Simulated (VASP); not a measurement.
Set up this calculation in VASP 6.6.1, as the native input.

| Item | Value |
| --- | --- |
| Task | electrostatic potential |
| Functional | PBE |
| Dispersion | D3(BJ) |
| Potentials or basis | VASP PAW PBE potentials, release 64 (Ti_sv, C) |
| Cutoff | 520 eV |
| k mesh | 16 × 16 × 16 |
| Occupations | methfessel-paxton, width 0.1 eV |
| Spin | no spin polarisation |
| Further INCAR settings | ALGO = Normal; EDIFF = 1e-07 |

The structure of TiC lies in POSCAR:

```
TiC                                     
1.0
    0.0000000000      2.1457580113      2.1457580113
    2.1457580113     -0.0000000000      2.1457580113
    2.1457580113      2.1457580113      0.0000000000
  Ti              C             
     1     1
Direct
     0.0000000000000000    0.0000000000000000    0.0000000000000000
     0.5000000000000000    0.5000000000000000    0.5000000000000000
```

The cell was built by a generator and needn't be a form met in nature.

These files were run (other wordings do the same):

INCAR

```
ALGO = Normal ; EDIFF = 1E-7
ENCUT = 520 ; GGA = PE
ISIF = 2 ; ISMEAR = 1
IVDW = 12 ; LASPH = True
LCHARG = True ; LREAL = False
LVHAR = True ; LWAVE = False
NELM = 100 ; PREC = Accurate
SIGMA = 0.1
```

KPOINTS

```
k-points
0
Gamma
  16 16 16
```

Potentials or basis: VASP PAW PBE potentials, release 64 (Ti_sv, C).

The run is started by

```sh
$ cat potpaw_PBE.64/Ti_sv/POTCAR potpaw_PBE.64/C/POTCAR > POTCAR
$ mpirun -np 1 vasp_std > vasp.out
```

It gave:

```yaml
Pressure: 0.1 GPa
Band_gap_on_the_k_mesh: none (metal or under the smearing width)
Dispersion_energy_per_atom: -0.458 eV
```

Caveat: pairwise dispersion overbinds metals, which lowers pressure and volume.

Wall time 12 s on 1 thread of Intel(R) Xeon(R) 6975P-C (Granite Rapids) (shared host), peak memory 0.18 GiB.
